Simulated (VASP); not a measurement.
# CuI (Marshite) (F-43m) in VASP: further runs, part 2 of 2

VASP 6.6.1. Earlier steps stand in the parts before.

### 4 Relaxation of the atoms, PBE+D3(BJ)

File INCAR:

```
PREC     = Accurate       # precision mode
ENCUT    = 600            # plane-wave cutoff, eV
EDIFF    = 1E-7           # SCF threshold, eV
ISMEAR   = 0              # smearing method
SIGMA    = 0.03           # smearing width, eV
LREAL    = False          # projectors in reciprocal space
LASPH    = True           # aspherical terms in the spheres
NELM     = 80             # most SCF steps
ALGO     = Normal         # electronic algorithm
ISIF     = 2              # what is computed and relaxed
LWAVE    = False          # write WAVECAR
LCHARG   = False          # write CHGCAR
GGA      = PE             # functional
IVDW     = 12             # dispersion correction
IBRION   = 2              # ionic algorithm
NSW      = 40             # ionic steps
EDIFFG   = -0.01          # ionic threshold
```

File KPOINTS:

```
regular mesh
0
Gamma
  8 8 8
```

File POSCAR:

```
CuI                                     
1.0
    0.0000000000      2.9869531159      2.9869531159
    2.9869531159      0.0000000000      2.9869531159
    2.9869531159      2.9869531159      0.0000000000
  Cu              I             
     1     1
Direct
     0.2500000000000000    0.2500000000000000    0.2500000000000000
     0.0000000000000000    0.0000000000000000    0.0000000000000000
```

Potentials or basis: VASP PAW PBE potentials, release 64 (Cu, I).

On the command line:

```bash
> cat potpaw_PBE.64/Cu/POTCAR potpaw_PBE.64/I/POTCAR > POTCAR
> mpirun -np 1 vasp_std > vasp.out
```

OUTCAR:

```text
PREC = Accurate
   ENCUT = 600
   EDIFF = 1E-7
   ISMEAR = 0
   LREAL = False
   LASPH = True
   NELM = 80
   ISIF = 2
   GGA = PE
   IVDW = 12
   IBRION = 2
   NSW = 40
   EDIFFG = -0.01
 IVDW          = 12

 ion  position               nearest neighbor table
   1  0.250  0.250  0.250-   2 2.59   2 2.59   2 2.59   2 2.59
   2  0.000  0.000  0.000-   1 2.59   1 2.59   1 2.59   1 2.59

  LATTYP: Found a face centered cubic cell.
 ALAT       =     5.9739062318

  Lattice vectors:

 A1 = (   0.0000000000,   2.9869531159,   2.9869531159)
 A2 = (   2.9869531159,   0.0000000000,   2.9869531159)
 A3 = (   2.9869531159,   2.9869531159,   0.0000000000)

Analysis of symmetry for initial positions (statically):
=====================================================================
 Subroutine PRICEL returns:
 Original cell was already a primitive cell.

 Routine SETGRP: Setting up the symmetry group for a
 face centered cubic supercell.

 Subroutine GETGRP returns: Found 24 space group operations
 (whereof 24 operations were pure point group operations)
 out of a pool of 48 trial point group operations.

The static configuration has the point symmetry T_d .

Analysis of symmetry for dynamics (positions and initial velocities):
=====================================================================
 Subroutine PRICEL returns:
 Original cell was already a primitive cell.

 Routine SETGRP: Setting up the symmetry group for a
 face centered cubic supercell.

 Subroutine GETGRP returns: Found 24 space group operations
 (whereof 24 operations were pure point group operations)
 out of a pool of 48 trial point group operations.

The dynamic configuration has the point symmetry T_d .

 Subroutine INISYM returns: Found 24 space group operations
 (whereof 24 operations are pure point group operations),
 and found     1 'primitive' translations

----------------------------------------------------------------------------------------
[... 124 lines left out ...]
 conjugate gradient relaxation of ions
 non-spin polarized calculation
 Gauss-broadening in eV      SIGMA  =   0.03
  energy-cutoff  :      600.00
  volume of cell :       53.30
 maximum number of plane-waves:      1812
 NGX is ok and might be reduce to    36
   NGX = 17   NGY = 17   NGZ = 17

 number of electron      17.9999991 magnetization

 Free energy of the ion-electron system (eV)
  ---------------------------------------------------
  ext. energy  EPLUGINS =         0.00000000
  ---------------------------------------------------
  free energy    TOTEN  =        -5.54157904 eV

  energy without entropy =       -5.54157904  energy(sigma->0) =       -5.54157904

 E-fermi :   5.1068     XC(G=0):  -9.1444

 val. band max:        4.9208984180   @ k =   0.0000   0.0000   0.0000
 cond. band min:       6.1869371622   @ k =   0.0000   0.0000   0.0000
 fundamental gap:      1.2660387442
 Fermi energy:         5.1068082543

 k-point     1 :       0.0000    0.0000    0.0000
  band No.  band energies     occupation
      1      -9.3287      2.00000
      2       1.0767      2.00000
      3       1.0767      2.00000
      4       1.0767      2.00000
      5       2.8800      2.00000
      6       2.8800      2.00000
      7       4.9209      2.00000
      8       4.9209      2.00000
      9       4.9209      2.00000
     10       6.1869      0.00000
     11       9.7441      0.00000
     12       9.7441      0.00000
     13       9.7441      0.00000
[... 354 lines left out ...]
  band No.  band energies     occupation
      1      -8.6054      2.00000
      2      -0.6583      2.00000
      3       0.5277      2.00000
      4       1.0663      2.00000
      5       2.8097      2.00000
      6       2.8914      2.00000
      7       3.0154      2.00000
      8       3.4834      2.00000
      9       3.8103      2.00000
     10       8.5112      0.00000
     11       9.5417      0.00000
     12      11.2004      0.00000
     13      12.4327      0.00000

 [... further k-points ...]

------------------------ aborting loop because EDIFF is reached ----------------------------------------

 Edisp (eV)   -0.71946

 E8    (eV) :    -0.3160

  FORCE on cell =-STRESS in cart. coord.  units (eV):
  Direction    XX          YY          ZZ          XY          YZ          ZX
  --------------------------------------------------------------------------------------
  -------------------------------------------------------------------------------------
  Total      -0.00970    -0.00970    -0.00970     0.00000    -0.00000     0.00000
  in kB      -0.29150    -0.29150    -0.29150     0.00000    -0.00000     0.00000
  external pressure =       -0.29 kB  Pullay stress =        0.00 kB

 VOLUME and BASIS-vectors are now :
 -----------------------------------------------------------------------------
  energy-cutoff  :      600.00
  volume of cell :       53.30
      direct lattice vectors                 reciprocal lattice vectors
     0.000000000  2.986953116  2.986953116    -0.167394660  0.167394660  0.167394660
     2.986953116  0.000000000  2.986953116     0.167394660 -0.167394660  0.167394660
     2.986953116  2.986953116  0.000000000     0.167394660  0.167394660 -0.167394660

 POSITION                                       TOTAL-FORCE (eV/Angst)
 -----------------------------------------------------------------------------------
      1.49348      1.49348      1.49348        -0.000000      0.000000     -0.000000
      0.00000      0.00000      0.00000         0.000000     -0.000000      0.000000
 -----------------------------------------------------------------------------------
    total drift:                                0.000001      0.000001      0.000000

  FREE ENERGIE OF THE ION-ELECTRON SYSTEM (eV)
  ---------------------------------------------------
  free  energy   TOTEN  =        -6.2610386825 eV

  energy  without entropy=       -6.2610386825  energy(sigma->0) =       -6.26103868

 reached required accuracy - stopping structural energy minimisation
```

OSZICAR:

```text
N       E                     dE             d eps       ncg     rms          rms(c)
DAV:   1     0.104897387912E+03    0.10490E+03   -0.84438E+03   754   0.168E+03
DAV:   2     0.235236460654E+01   -0.10255E+03   -0.96236E+02   774   0.279E+02
DAV:   3    -0.553384628384E+01   -0.78862E+01   -0.77580E+01  1031   0.856E+01
DAV:   4    -0.577592607990E+01   -0.24208E+00   -0.24187E+00   853   0.132E+01
DAV:   5    -0.578642461653E+01   -0.10499E-01   -0.10498E-01  1124   0.322E+00    0.568E+00
DAV:   6    -0.570309463520E+01    0.83330E-01   -0.38668E+00   813   0.587E+01    0.362E+00
DAV:   7    -0.554231472611E+01    0.16078E+00   -0.88099E-01   849   0.351E+01    0.180E+00
DAV:   8    -0.554477800926E+01   -0.24633E-02   -0.53947E-02  1115   0.399E+00    0.525E-01
DAV:   9    -0.554138463664E+01    0.33934E-02   -0.15829E-02   949   0.411E+00    0.170E-01
DAV:  10    -0.554155229088E+01   -0.16765E-03   -0.75576E-04   889   0.242E-01    0.818E-02
DAV:  11    -0.554158246564E+01   -0.30175E-04   -0.46780E-04   944   0.698E-01    0.331E-02
DAV:  12    -0.554158140967E+01    0.10560E-05   -0.42819E-05  1183   0.119E-01    0.314E-02
DAV:  13    -0.554157957318E+01    0.18365E-05   -0.29863E-06  1146   0.412E-02    0.154E-02
DAV:  14    -0.554157873723E+01    0.83595E-06   -0.72339E-06  1083   0.880E-02    0.187E-03
DAV:  15    -0.554157910072E+01   -0.36348E-06   -0.11136E-06   814   0.728E-03    0.490E-03
DAV:  16    -0.554157903635E+01    0.64370E-07   -0.30422E-08   457   0.441E-03
   1 F= -.62610387E+01 E0= -.62610387E+01  d E =-.626104E+01
```

CONTCAR:

```text
CuI
   1.00000000000000
     0.0000000000000000    2.9869531159000000    2.9869531159000000
     2.9869531159000000    0.0000000000000000    2.9869531159000000
     2.9869531159000000    2.9869531159000000    0.0000000000000000
  Cu              I
     1     1
Direct
     0.2500000000000000    0.2500000000000000    0.2500000000000000
     0.0000000000000000    0.0000000000000000    0.0000000000000000

  0.00000000E+00  0.00000000E+00  0.00000000E+00
  0.00000000E+00  0.00000000E+00  0.00000000E+00
```

Run time: 14 s. Hardware: 1 thread of Intel Xeon 6975P-C (Granite Rapids), shared host; peak memory 0.22 GiB.

Results:

| Property | Result |
| --- | --- |
| Free energy | -6.2610 eV |
| Pressure after relaxing | 0.0 GPa |
| Band gap on the k mesh | 1.27 eV, direct |
| Dispersion energy per atom | -0.360 eV |

Final structure:
```
Cu I
1.0
     0.00000    2.98695    2.98695
     2.98695    0.00000    2.98695
     2.98695    2.98695    0.00000
Cu I
1 1
Direct
  0.25000 0.25000 0.25000
  0.00000 0.00000 0.00000
```

Caveat: the relaxation stopped at its first step, so nothing moved; spin-orbit coupling is left out, which moves the levels of the heavy elements.

### 5 Relaxation of the atoms, PBE+D3(BJ) (a relaxed cell with its volume scaled by 1.02)

INCAR is that of step 4.

KPOINTS is that of step 4.

File POSCAR:

```
CuI                                     
1.0
    0.0000000000      3.0067348389      3.0067348389
    3.0067348389      0.0000000000      3.0067348389
    3.0067348389      3.0067348389      0.0000000000
  Cu              I             
     1     1
Direct
     0.2500000000000000    0.2500000000000000    0.2500000000000000
     0.0000000000000000    0.0000000000000000    0.0000000000000000
```

On the command line:

```bash
> cat potpaw_PBE.64/Cu/POTCAR potpaw_PBE.64/I/POTCAR > POTCAR
> mpirun -np 1 vasp_std > vasp.out
```

Run time: 14 s. Hardware: 1 thread of Intel Xeon 6975P-C (Granite Rapids), shared host; peak memory 0.22 GiB.

It converged, with:

```yaml
Free_energy: -6.2580 eV
Pressure_after_relaxing: -0.9 GPa
Band_gap_on_the_k_mesh: 1.21 eV, direct
Dispersion_energy_per_atom: -0.352 eV
```

Final structure:
```xyz
2
Lattice="0.0000 3.0067 3.0067 3.0067 0.0000 3.0067 3.0067 3.0067 0.0000" Properties=species:S:1:pos:R:3 pbc="T T T"
Cu    1.5034    1.5034    1.5034
I     0.0000    0.0000    0.0000
```

Levels at points of the mesh, in eV from the valence-band top:
```
           k point  band 7  band 8  band 9  band 10  band 11  band 12
(0.00, 0.00, 0.00)    0.00    0.00    0.00     1.21     4.85     4.85
(0.50, 0.00, 0.00)   -1.88   -0.75   -0.75     2.18     5.39     5.39
(0.50, 0.50, 0.00)   -1.86   -1.58   -1.58     2.67     2.89     9.36
```

Caveat: the relaxation stopped at its first step, so nothing moved; spin-orbit coupling is left out, which moves the levels of the heavy elements.

### 6 Relaxation of the atoms, PBE+D3(BJ) (a relaxed cell with its volume scaled by 1.04)

INCAR is that of step 5.

KPOINTS is that of step 5.

File POSCAR:

```
CuI                                     
1.0
    0.0000000000      3.0262596381      3.0262596381
    3.0262596381      0.0000000000      3.0262596381
    3.0262596381      3.0262596381      0.0000000000
  Cu              I             
     1     1
Direct
     0.2500000000000000    0.2500000000000000    0.2500000000000000
     0.0000000000000000    0.0000000000000000    0.0000000000000000
```

Potentials or basis: VASP PAW PBE potentials, release 64 (Cu, I).

On the command line:

```bash
> cat potpaw_PBE.64/Cu/POTCAR potpaw_PBE.64/I/POTCAR > POTCAR
> mpirun -np 1 vasp_std > vasp.out
```

Run time: 14 s. Hardware: 1 thread of Intel Xeon 6975P-C (Granite Rapids), shared host; peak memory 0.22 GiB.

The run converged. Its results:

```yaml
Free_energy: -6.2494 eV
Pressure_after_relaxing: -1.7 GPa
Band_gap_on_the_k_mesh: 1.16 eV, direct
Dispersion_energy_per_atom: -0.344 eV
```

Final structure:
```yaml
crystal:
  lattice:
    - [0.00000, 3.02626, 3.02626]
    - [3.02626, 0.00000, 3.02626]
    - [3.02626, 3.02626, 0.00000]
  atoms:
    - { symbol: Cu, position: [0.25000, 0.25000, 0.25000] }
    - { symbol: I, position: [0.00000, 0.00000, 0.00000] }
```

Levels at points of the mesh, in eV from the valence-band top:
```tsv
k point	band 6	band 7	band 8	band 9	band 10	band 11	band 12	band 13
(0.00, 0.00, 0.00)	-1.87	0.00	0.00	0.00	1.16	4.87	4.87	4.87
(0.50, 0.00, 0.00)	-1.84	-1.80	-0.72	-0.72	2.16	5.40	5.40	7.41
(0.50, 0.50, 0.00)	-1.81	-1.78	-1.51	-1.51	2.71	2.90	9.22	9.78
```

Caveat: the relaxation stopped at its first step, so nothing moved; spin-orbit coupling is left out, which moves the levels of the heavy elements.

### 7 Summary

```csv
cell,gap on the mesh (eV),pressure (GPa)
atoms relaxed from: a relaxed cell with its volume scaled by 0.96,1.39,2.1
atoms relaxed from: a relaxed cell with its volume scaled by 0.98,1.32,1.0
atoms relaxed,1.27,0.0
atoms relaxed from: a relaxed cell with its volume scaled by 1.02,1.21,-0.9
atoms relaxed from: a relaxed cell with its volume scaled by 1.04,1.16,-1.7
```

Alike in all rows: task relaxation of the atoms; level PBE+D3(BJ); potentials or basis VASP PAW PBE potentials, release 64 (Cu, I); no spin polarisation; k mesh 8 × 8 × 8; cutoff (eV) 600; smearing gaussian 0.03 eV.

Caveats: the relaxation stopped at its first step, so nothing moved; spin-orbit coupling is left out, which moves the levels of the heavy elements.

Total energies depend on the potentials used, so only differences within one code and one set of settings carry meaning.
